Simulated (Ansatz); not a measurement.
# MgO (P-6m2) in Ansatz: reference runs

Aim: a first look at MgO with PBE, on the cell as given and on a disturbed one, and energy against volume gives the equilibrium volume and stiffness.

Program: Ansatz 0.2.0. These are calculated values, not measurements. Logs are shortened: lines on timing, memory, paths and dates and some standing lists are left out, and cuts for length are marked.

### Step 1. Starting point

Symmetry: P-6m2, No. 187, hexagonal system. Conventional cell: a = 2.938 Å, b = 2.938 Å, c = 2.680 Å, α = 90.00°, β = 90.00°, γ = 120.00°. Around Mg (site symmetry -6m2) lie 6 O at 2.16 Å. Around O (site symmetry -6m2) lie 6 Mg at 2.16 Å.

Measurements of this composition are mostly on another form, of space group No. 225.

### Step 2. Single point, PBE

input.yaml reads:

```yaml
crystal:
  lattice:
    - [2.9380209034, 0.0, 0.0]
    - [-1.4690104517, 2.5444007392, 0.0]
    - [0.0, 0.0, 2.67968]
  atoms:
    - { symbol: Mg, position: [0.0, 0.0, 0.0] }
    - { symbol: O, position: [0.3333333333, 0.6666666667, 0.5] }
hamiltonian:
  xc: pbe
  pseudopotentials: { kind: paw }
kpoints:
  mp_grid: { grid: [10, 10, 10] }
scf:
  occupations: { method: fermi_dirac, width: 0.05 }
output:
  forces: true
  stress: true
  eigenvalues: true
```

Potentials or basis: Ansatz PAW.

Run with:

```
ansatz run input.yaml --threads 2 --pin off --max-ram 5120MiB --backend cpu --events-out ev --progress --plain --runs-dir out
```

The log of the run:

```text
Warning: RAYON_NUM_THREADS=2 ignored (pool sized by the plan → 2); use --threads N
Engine: ansatz 0.2.0, aarch64-unknown-linux-gnu
Pseudopotentials: kind: paw
Pseudopotential: Mg, paw, valence charge 10, recommended cutoff 420 eV (normal), Mg.paw.azcp
Pseudopotential: O, paw, valence charge 6, recommended cutoff 420 eV (normal), O.paw.azcp
Functional definition: PBE
  parameter kappa = 0.804
  parameter beta = 0.06672455060314922
  exchange = pbe_x(kappa = kappa, mu = beta*pi^2/3)
  correlation = pbe_c(beta = beta)
Crystal: 2 atoms, lattice volume = 20.032 Å³
Basis set: ecut = 420 eV, 393 PW (Γ), exchange–correlation on 40×40×36 points (8 copies of the dense FFT grid, shifted against one another)
Bands: 12, of which v1, the nominal top of the filled ones, is band 8 counted from 1 (7 counted from 0)
Symmetry: 12 space group operations
Space group: P-6m2 (ITA 187), of the structure as read, at distance tolerance 2.7e-5 Å
k-points: 84 of 1000 (time reversal used)
Non-local potential: Mg, projectors of the file, l = 0: 3, l = 1: 2, l = 2: 1
Non-local potential: O, projectors of the file, l = 0: 2, l = 1: 2, l = 2: 1
PAW form: soft (Blöchl's): semilocal exchange-correlation on the pseudo side does not see the compensation charge
PAW one-centre angular grid: Mg, 110 points (default); XC on 64 Gauss nodes
PAW one-centre angular grid: O, 110 points (default); XC on 64 Gauss nodes
Initial density: superposition of atomic densities (neutral atoms: chi_scale 0, normalization atom), corrected by the library's trained network
Initial wavefunctions: pseudopotential atomic-orbital guess
Functional: x = pbe(κ = 0.804, μ = 0.2195149727645171), c = pbe(β = 0.06672455060314922)
SCF iter   1: F=—  HF=-2493.462490 eV  |F-HF|=—  |Δ(HF+E_count)|=         —  Δρ=1.83e-3  dr2=5.81e-4  ethr=1.77e-3  ⟨swp⟩=5.6  Hψ=6004  notcnv=0
preconditioner: auto → none  [insulator: Δε(μ)=3.001 eV  Ē_g=17.631 eV  σ=0.050 eV  W_gap=1.00  n_scr=8 (ndim 8)  ℏωp=23.5 eV  f_vac=0.000  D(μ)=0.00/eV (n_scr^D=0)  ε∞_Penn≈2.8]
SCF iter   2: F=—  HF=-2493.462551 eV  |F-HF|=—  |Δ(HF+E_count)|=   6.07e-5  Δρ=8.50e-4  dr2=1.22e-4  ethr=3.63e-6  ⟨swp⟩=2.5  Hψ=2370  notcnv=0
SCF iter   3: F=—  HF=-2493.462634 eV  |F-HF|=—  |Δ(HF+E_count)|=   8.30e-5  Δρ=1.93e-4  dr2=3.36e-6  ethr=7.64e-7  ⟨swp⟩=2.0  Hψ=1262  notcnv=0
SCF iter   4: F=—  HF=-2493.462624 eV  |F-HF|=—  |Δ(HF+E_count)|=   1.01e-5  Δρ=4.42e-5  dr2=1.41e-7  ethr=2.10e-8  ⟨swp⟩=2.0  Hψ=1587  notcnv=0
iter 5 did not close the SCF: its close was put off for the readings that it lacked (scf_convergence_deferred on its scf_iter line)
SCF iter   5: F=-2493.462625 eV  HF=-2493.462625 eV  |F-HF|=5.81e-9  |Δ(HF+E_count)|=   4.62e-7  Δρ=6.71e-6  dr2=3.85e-9  ethr=8.79e-10  ⟨swp⟩=2.2  Hψ=1420  notcnv=0
SCF iter   6: F=-2493.462625 eV  HF=-2493.462625 eV  |F-HF|=2.05e-10  |Δ(HF+E_count)|=   7.92e-9  Δρ=1.31e-6  dr2=2.49e-10  ethr=2.40e-11  ⟨swp⟩=1.3  Hψ=3048  notcnv=0
SCF 1 converged in 6 iterations: F = -2493.462625 eV  dr2 = 2.49e-10
SCF converged after 6 iterations
Free energy (F): -2493.462625 eV
Harris-Foulkes:  -2493.462625 eV  (|F-HF|=2.05e-10)
Internal energy: -2493.462625 eV  (E = F + TS)
E sigma→0 (E₀):  -2493.462625 eV
Fermi energy:    9.509237 eV
--- Per-component energies (eV) ---
  E_band       = -306.315057
  E_kinetic    = 254.356057
  E_local      = -1659.594282  (includes V_loc(G=0)·N_el)
  E_nonlocal   = 142.834485
  E_hartree    = 576.639210
  E_xc         = -104.794392
  E_vxc        = -134.258922  (∫ρ·V_xc dr)
  E_paw        = -450.130286  (= ΣΔE_a)
  E_vpaw       = -62.932908  (= ΣTr[D̂ρ^β])
  E_aug_tail   = 0.002437  (compensation charges beyond the density's cutoff)
  E_ewald      = -1252.775852
  E_smearing   = -0.000000  (= −TS)
  E_closure    = 0.000000  (closes the sum)
  Σ components = -2493.462625   (vs F -2493.462625, Δ=0.00e0)
--- Forces (eV/Å), atoms counted from 1 ---
  atom   1  Mg     0.00000000    -0.00000000    -0.00000000
  atom   2  O     -0.00000000     0.00000000     0.00000000
  max |Σ_I F_I| component: 1.39e-16 eV/Å
--- Stress (GPa, compression-positive) ---
       -0.047907       0.000000      -0.000000
        0.000000      -0.047907       0.000000
       -0.000000       0.000000       0.009693
  P = ⅓ Tr σ = -0.0287 GPa (-0.287 kbar)
--- Band table (eV; the first three rows and the last of 84) ---
  k-point 0: bands = ["-65.4343", "-32.1710", "-32.1710", "-32.1116", "-9.5043", "7.3193", "7.3193", "7.5217", "10.9394", "19.8030", "23.5078", "23.5078"]
  k-point 1: bands = ["-65.4332", "-32.1700", "-32.1700", "-32.1229", "-9.4133", "6.7665", "7.3646", "7.3646", "11.5324", "19.8930", "23.6361", "23.6361"]
  k-point 2: bands = ["-65.4305", "-32.1673", "-32.1673", "-32.1522", "-9.1633", "5.3250", "7.4860", "7.4860", "12.6376", "19.8300", "24.0122", "24.0122"]
  k-point 83: bands = ["-65.4163", "-32.2097", "-32.2093", "-32.1967", "-7.6376", "4.3946", "5.2043", "5.7865", "14.2762", "18.6489", "21.2758", "22.5326"]
```

Run time: 1.8 s. Hardware: 2 threads of Arm Neoverse N1, shared host; peak memory 0.27 GiB.

What came out:

| Item | Value |
| --- | --- |
| Free energy | -2493.4626 eV |
| Pressure | 0.0 GPa |
| Band gap on the k mesh | 3.03 eV, indirect (least direct gap 3.42 eV) |

Caveat: the pressure holds a Pulay correction of +0.6 GPa for the finite cutoff. Expect the measured gap to be larger: semilocal functionals such as PBE lack the derivative discontinuity.

### Step 3. Single point, PBE (atoms moved at random, drawn with an rms of 0.05 Å)

input.yaml: that of step 2 with these lines changed.

```diff
@@ -6,4 +6,4 @@
   atoms:
-    - { symbol: Mg, position: [0.0, 0.0, 0.0] }
-    - { symbol: O, position: [0.3333333333, 0.6666666667, 0.5] }
+    - { symbol: Mg, position: [0.008936, 0.003028, 0.002805] }
+    - { symbol: O, position: [0.340199, 0.657737, 0.502803] }
 hamiltonian:
```

Potentials or basis: Ansatz PAW.

Run with:

```
ansatz run input.yaml --threads 2 --pin off --max-ram 5120MiB --backend cpu --events-out ev --progress --plain --runs-dir out
```

The log of the run:

```text
Warning: the atoms were moved onto the symmetric positions of the space group found under crystal.symmetry.tolerance 1.0e-5 (fractional; no operation is sought that the atoms, as they stand in a round, miss by more than twice it, and no atom is moved by as much as it), and the run uses the moved positions. Before a round's move an operation carried an atom to 5.36e-6 Å from where it should land, the largest such distance. Atom 0 (counting from 0) moved farthest, by 2.68e-6 Å; the longest move in fractions of the cell, of whichever atom, is 0.10 of the tolerance, in 1 round. To run the atoms as typed, lower crystal.symmetry.tolerance until the operations that they miss are no longer found, or set crystal.symmetry.detect: false (a key that needs symmetry detection or time reversal refuses this as the deck is read). The positions used, in the order of the run's atom list: position: [0.008936, 0.003028, 0.002804]; position: [0.340199, 0.657737, 0.502804];
Warning: RAYON_NUM_THREADS=2 ignored (pool sized by the plan → 2); use --threads N
[... 4 set-up lines as earlier in the session ...]
[... 44 lines left out ...]
  E_vpaw       = -62.928911  (= ΣTr[D̂ρ^β])
  E_aug_tail   = 0.002438  (compensation charges beyond the density's cutoff)
  E_ewald      = -1252.693590
  E_smearing   = -0.000000  (= −TS)
  E_closure    = 0.000000  (closes the sum)
  Σ components = -2493.460796   (vs F -2493.460796, Δ=0.00e0)
--- Forces (eV/Å), atoms counted from 1 ---
  atom   1  Mg     0.03457410    -0.10832912     0.00000000
  atom   2  O     -0.03457484     0.10832925     0.00000000
  max |Σ_I F_I| component: 7.39e-7 eV/Å
--- Stress (GPa, compression-positive) ---
       -0.012718      -0.015201       0.000000
       -0.015201       0.025575       0.000000
        0.000000       0.000000       0.098170
  P = ⅓ Tr σ = 0.0370 GPa (0.370 kbar)
--- Band table (eV; the first three rows and the last of 312) ---
  k-point 0: bands = ["-65.4334", "-32.1757", "-32.1648", "-32.1107", "-9.5049", "7.2994", "7.3390", "7.5205", "10.9382", "19.8027", "23.4616", "23.5560"]
  k-point 1: bands = ["-65.4324", "-32.1747", "-32.1637", "-32.1219", "-9.4139", "6.7652", "7.3433", "7.3859", "11.5309", "19.8929", "23.5920", "23.6820"]
  k-point 2: bands = ["-65.4297", "-32.1720", "-32.1610", "-32.1513", "-9.1639", "5.3243", "7.4603", "7.5114", "12.6356", "19.8297", "23.9752", "24.0511"]
  k-point 311: bands = ["-65.4162", "-32.2265", "-32.2108", "-32.1695", "-7.7143", "4.2288", "4.6048", "7.0738", "13.7183", "19.3291", "22.0247", "22.7529"]
```

Run time: 5.3 s. Hardware: 2 threads of Arm Neoverse N1, shared host; peak memory 0.36 GiB.

Results:

```
Free energy            : -2493.4608 eV
Pressure               : 0.0 GPa
Largest force          : 0.114 eV/Å
Band gap on the k mesh : 3.02 eV, indirect (least direct gap 3.42 eV)
```

Forces on the atoms (eV/Å):
```
Mg   0.035 -0.108  0.000
O   -0.035  0.108  0.000
```

Levels at points of the mesh, in eV from the valence-band top:
```tsv
k point	band 6	band 7	band 8	band 9	band 10	band 11
(0.00, 0.00, 0.00)	-0.61	-0.57	-0.39	3.02	11.89	15.55
(0.00, 0.00, -0.50)	-5.33	-0.13	-0.05	8.30	9.02	17.54
(0.00, -0.50, 0.00)	-4.87	-1.28	-0.05	6.57	10.53	13.20
(0.00, -0.50, -0.50)	-3.69	-3.35	-0.79	5.93	11.47	13.80
(-0.50, 0.00, 0.00)	-4.86	-1.31	-0.04	6.64	10.55	13.10
(-0.50, 0.00, -0.50)	-3.69	-3.32	-0.82	5.85	11.43	13.98
(-0.50, -0.50, 0.00)	-4.85	-1.32	-0.04	6.67	10.55	13.05
(-0.50, -0.50, -0.50)	-3.68	-3.31	-0.84	5.80	11.42	14.11
```

Caveat: the pressure holds a Pulay correction of +0.6 GPa for the finite cutoff.

### Step 4. Single point, PBE, 9.42 Å³/atom (volume scaled by 0.94)

input.yaml reads:

```yaml
crystal:
  lattice:
    - [2.8780444641, 0.0, 0.0]
    - [-1.439022232, 2.4924596191, 0.0]
    - [0.0, 0.0, 2.6249773038]
  atoms:
    - { symbol: Mg, position: [0.0, 0.0, 0.0] }
    - { symbol: O, position: [0.3333333333, 0.6666666667, 0.5] }
hamiltonian:
  xc: pbe
  pseudopotentials: { kind: paw }
kpoints:
  mp_grid: { grid: [10, 10, 10] }
scf:
  occupations: { method: fermi_dirac, width: 0.05 }
output:
  forces: true
  stress: true
  eigenvalues: true
```

Run with:

```
ansatz run input.yaml --threads 2 --pin off --max-ram 5120MiB --backend cpu --events-out ev --progress --plain --runs-dir out
```

Run time: 1.6 s. Hardware: 2 threads of Arm Neoverse N1, shared host; peak memory 0.27 GiB.

The run converged. Its results:

| Property | Result |
| --- | --- |
| Free energy | -2493.4284 eV |
| Pressure | 9.7 GPa |
| Band gap on the k mesh | 3.50 eV, indirect (least direct gap 3.91 eV) |

Caveat: the pressure holds a Pulay correction of +0.6 GPa for the finite cutoff.

### Step 5. Single point, PBE, 9.62 Å³/atom (volume scaled by 0.96)

input.yaml: that of step 4 with these lines changed.

```diff
@@ -2,5 +2,5 @@
   lattice:
-    - [2.8780444641, 0.0, 0.0]
-    - [-1.439022232, 2.4924596191, 0.0]
-    - [0.0, 0.0, 2.6249773038]
+    - [2.8983130506, 0.0, 0.0]
+    - [-1.4491565253, 2.51001273, 0.0]
+    - [0.0, 0.0, 2.6434636685]
   atoms:
```

Potentials or basis: Ansatz PAW.

Run with:

```
ansatz run input.yaml --threads 2 --pin off --max-ram 5120MiB --backend cpu --events-out ev --progress --plain --runs-dir out
```

The log of the run:

```text
Warning: RAYON_NUM_THREADS=2 ignored (pool sized by the plan → 2); use --threads N
[... 9 set-up lines as earlier in the session ...]
Crystal: 2 atoms, lattice volume = 19.231 Å³
Basis set: ecut = 420 eV, 393 PW (Γ), exchange–correlation on 40×40×36 points (8 copies of the dense FFT grid, shifted against one another)
Bands: 12, of which v1, the nominal top of the filled ones, is band 8 counted from 1 (7 counted from 0)
[... 22 lines left out ...]
Free energy (F): -2493.448039 eV
Harris-Foulkes:  -2493.448039 eV  (|F-HF|=1.04e-10)
Internal energy: -2493.448039 eV  (E = F + TS)
E sigma→0 (E₀):  -2493.448039 eV
Fermi energy:    10.171130 eV
--- Per-component energies (eV) ---
  E_band       = -298.066912
  E_kinetic    = 255.527690
  E_local      = -1634.348827  (includes V_loc(G=0)·N_el)
  E_nonlocal   = 142.914425
  E_hartree    = 567.630925
  E_xc         = -105.167965
  E_vxc        = -134.768758  (∫ρ·V_xc dr)
  E_paw        = -450.067498  (= ΣΔE_a)
  E_vpaw       = -62.655529  (= ΣTr[D̂ρ^β])
  E_aug_tail   = 0.002509  (compensation charges beyond the density's cutoff)
  E_ewald      = -1269.939298
  E_smearing   = -0.000000  (= −TS)
  E_closure    = -0.000000  (closes the sum)
  Σ components = -2493.448039   (vs F -2493.448039, Δ=0.00e0)
--- Forces (eV/Å), atoms counted from 1 ---
  atom   1  Mg    -0.00000000    -0.00000000    -0.00000000
  atom   2  O     -0.00000000     0.00000000     0.00000000
  max |Σ_I F_I| component: 1.26e-16 eV/Å
--- Stress (GPa, compression-positive) ---
        5.569438       0.000000       0.000000
        0.000000       5.569438       0.000000
        0.000000       0.000000       7.127755
  P = ⅓ Tr σ = 6.0889 GPa (60.889 kbar)
--- Band table (eV; the first three rows and the last of 84) ---
  k-point 0: bands = ["-64.8133", "-31.5451", "-31.5451", "-31.4828", "-9.2145", "7.7951", "7.7951", "8.0197", "11.7577", "20.4500", "24.3602", "24.3602"]
  k-point 1: bands = ["-64.8120", "-31.5439", "-31.5439", "-31.4958", "-9.1167", "7.2538", "7.8427", "7.8427", "12.3439", "20.5783", "24.4852", "24.4852"]
  k-point 2: bands = ["-64.8088", "-31.5408", "-31.5408", "-31.5300", "-8.8474", "5.7637", "7.9692", "7.9692", "13.4527", "20.6023", "24.8502", "24.8502"]
  k-point 83: bands = ["-64.7916", "-31.5956", "-31.5900", "-31.5751", "-7.1972", "4.7527", "5.5829", "6.1863", "14.8957", "19.5723", "22.2367", "23.3756"]
```

It took 1.7 s on 2 threads of Arm Neoverse N1, shared host; peak memory 0.27 GiB.

What came out:

| Property | Result |
| --- | --- |
| Free energy | -2493.4480 eV |
| Pressure | 6.1 GPa |
| Band gap on the k mesh | 3.34 eV, indirect (least direct gap 3.74 eV) |

Caveat: the pressure holds a Pulay correction of +0.6 GPa for the finite cutoff.

### Step 6. Single point, PBE, 9.82 Å³/atom (volume scaled by 0.98)

input.yaml: that of step 5 with these lines changed.

```diff
@@ -2,5 +2,5 @@
   lattice:
-    - [2.8983130506, 0.0, 0.0]
-    - [-1.4491565253, 2.51001273, 0.0]
-    - [0.0, 0.0, 2.6434636685]
+    - [2.9183020482, 0.0, 0.0]
+    - [-1.4591510241, 2.5273237096, 0.0]
+    - [0.0, 0.0, 2.6616950286]
   atoms:
```

Potentials or basis: Ansatz PAW.

Run with:

```
ansatz run input.yaml --threads 2 --pin off --max-ram 5120MiB --backend cpu --events-out ev --progress --plain --runs-dir out
```

Run time: 1.7 s. Hardware: 2 threads of Arm Neoverse N1, shared host; peak memory 0.27 GiB.

It converged, with:

* Free energy: -2493.4592 eV
* Pressure: 2.9 GPa
* Band gap on the k mesh: 3.18 eV, indirect (least direct gap 3.57 eV)

Caveat: the pressure holds a Pulay correction of +0.6 GPa for the finite cutoff.

### Step 7. Single point, PBE, 10.02 Å³/atom

input.yaml: that of step 6 with these lines changed.

```diff
@@ -2,5 +2,5 @@
   lattice:
-    - [2.9183020482, 0.0, 0.0]
-    - [-1.4591510241, 2.5273237096, 0.0]
-    - [0.0, 0.0, 2.6616950286]
+    - [2.9380209034, 0.0, 0.0]
+    - [-1.4690104517, 2.5444007392, 0.0]
+    - [0.0, 0.0, 2.67968]
   atoms:
```

Run with:

```
ansatz run input.yaml --threads 2 --pin off --max-ram 5120MiB --backend cpu --events-out ev --progress --plain --runs-dir out
```

Wall time 1.6 s (2 threads of Arm Neoverse N1, shared host); peak memory 0.27 GiB.

Results (log left out):

```yaml
Free_energy: -2493.4626 eV
Pressure: 0.0 GPa
Band_gap_on_the_k_mesh: 3.03 eV, indirect (least direct gap 3.42 eV)
```

Caveat: the pressure holds a Pulay correction of +0.6 GPa for the finite cutoff.

### Step 8. Single point, PBE, 10.22 Å³/atom (volume scaled by 1.02)

input.yaml: that of step 7 with these lines changed.

```diff
@@ -2,5 +2,5 @@
   lattice:
-    - [2.9380209034, 0.0, 0.0]
-    - [-1.4690104517, 2.5444007392, 0.0]
-    - [0.0, 0.0, 2.67968]
+    - [2.9574785625, 0.0, 0.0]
+    - [-1.4787392813, 2.5612515663, 0.0]
+    - [0.0, 0.0, 2.6974267424]
   atoms:
```

Run with:

```
ansatz run input.yaml --threads 2 --pin off --max-ram 5120MiB --backend cpu --events-out ev --progress --plain --runs-dir out
```

It took 1.7 s on 2 threads of Arm Neoverse N1, shared host; peak memory 0.27 GiB.

It converged, with:

- Free energy: -2493.4593 eV
- Pressure: -2.6 GPa
- Band gap on the k mesh: 2.88 eV, indirect (least direct gap 3.27 eV)

Caveat: the pressure holds a Pulay correction of +0.6 GPa for the finite cutoff.

### Step 9. Single point, PBE, 10.42 Å³/atom (volume scaled by 1.04)

input.yaml: that of step 8 with these lines changed.

```diff
@@ -2,5 +2,5 @@
   lattice:
-    - [2.9574785625, 0.0, 0.0]
-    - [-1.4787392813, 2.5612515663, 0.0]
-    - [0.0, 0.0, 2.6974267424]
+    - [2.9766835069, 0.0, 0.0]
+    - [-1.4883417534, 2.577883536, 0.0]
+    - [0.0, 0.0, 2.7149429912]
   atoms:
```

Potentials or basis: Ansatz PAW.

Run with:

```
ansatz run input.yaml --threads 2 --pin off --max-ram 5120MiB --backend cpu --events-out ev --progress --plain --runs-dir out
```

It took 1.7 s on 2 threads of Arm Neoverse N1, shared host; peak memory 0.27 GiB.

Results (log left out):

```
Free energy            : -2493.4496 eV
Pressure               : -5.0 GPa
Band gap on the k mesh : 2.74 eV, indirect (least direct gap 3.12 eV)
```

Caveat: the pressure holds a Pulay correction of +0.6 GPa for the finite cutoff.

### Step 10. Single point, PBE, 10.62 Å³/atom (volume scaled by 1.06)

input.yaml: that of step 9 with these lines changed.

```diff
@@ -2,5 +2,5 @@
   lattice:
-    - [2.9766835069, 0.0, 0.0]
-    - [-1.4883417534, 2.577883536, 0.0]
-    - [0.0, 0.0, 2.7149429912]
+    - [2.9956437857, 0.0, 0.0]
+    - [-1.4978218928, 2.5943036191, 0.0]
+    - [0.0, 0.0, 2.732236088]
   atoms:
@@ -19 +19,5 @@
   eigenvalues: true
+  write_density: true
+  write_potential: true
+  elf: true
+  volumetric_format: npy
```

Run with:

```
ansatz run input.yaml --threads 2 --pin off --max-ram 5120MiB --backend cpu --events-out ev --progress --plain --runs-dir out
```

Wall time 2.4 s (2 threads of Arm Neoverse N1, shared host); peak memory 0.28 GiB.

The run converged. Its results:

| Property | Result |
| --- | --- |
| Free energy | -2493.4343 eV |
| Pressure | -7.2 GPa |
| Band gap on the k mesh | 2.61 eV, indirect (least direct gap 2.99 eV) |

Caveat: the pressure holds a Pulay correction of +0.6 GPa for the finite cutoff.

### Step 11. Equation of state, PBE

Potentials or basis: Ansatz PAW.

This step only gathers the single runs of the series.

What came out:

| Property | Result |
| --- | --- |
| Equilibrium volume | 10.01 Å³/atom |
| Bulk modulus at fixed shape and positions | 138 GPa |
| Pressure derivative of the bulk modulus | 4.1 |

Energy against volume, from the lowest point:
```csv
volume (Å³/atom),energy (meV/atom)
9.415,17.12
9.615,7.29
9.816,1.73
10.016,0.00
10.216,1.68
10.417,6.50
10.617,14.16
```

Caveat: the cell was scaled at fixed shape and fractional positions, which overstates the stiffness of a crystal with free parameters, most of all of layers and chains.

### Step 12. Summary

| task | cell | gap on the mesh (eV) | pressure (GPa) |
| --- | --- | --- | --- |
| single point | as given | 3.03 | 0.0 |
| single point | atoms moved at random, drawn with an rms of 0.05 Å | 3.02 | 0.0 |
| equation of state | as given | - | - |

Alike in all rows: level PBE; potentials or basis Ansatz PAW; no spin polarisation; k mesh 10 × 10 × 10; cutoff (eV) 420; smearing fermi-dirac 0.05 eV.

Caveats: the cell was scaled at fixed shape and fractional positions, which overstates the stiffness of a crystal with free parameters, most of all of layers and chains (some runs).

Total energies depend on the potentials used, so only differences within one code and one set of settings carry meaning.
